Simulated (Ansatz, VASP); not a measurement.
Cl: VASP beside Ansatz

```xyz
1
Lattice="0.0000 2.0401 2.0401 2.0401 0.0000 2.0401 2.0401 2.0401 0.0000" Properties=species:S:1:pos:R:3 pbc="T T T"
Cl    0.0000    0.0000    0.0000
```

Change from the starting cell: volume scaled by 0.8, PAW files.

Alike in both runs: task single point; functional PBE; k mesh 15 × 15 × 15; occupations fermi-dirac, width 0.05 eV; no spin polarisation.

```csv
,VASP,Ansatz
version,VASP 6.6.1,Ansatz 0.2.0
potentials or method,"VASP PAW PBE potentials, release 64 (Cl)","PAW with Ansatz's default frozen-core files, scalar-relativistic"
plane-wave cutoff (eV),520,420
valence electrons in the cell,7,7
```

```tsv
	VASP	Ansatz	Ansatz less VASP
pressure (GPa)	12.1	12.3	+0.18
```

Caveats: an odd number of electrons without spin polarisation forces a metal; a magnetic or distorted state may lie lower.
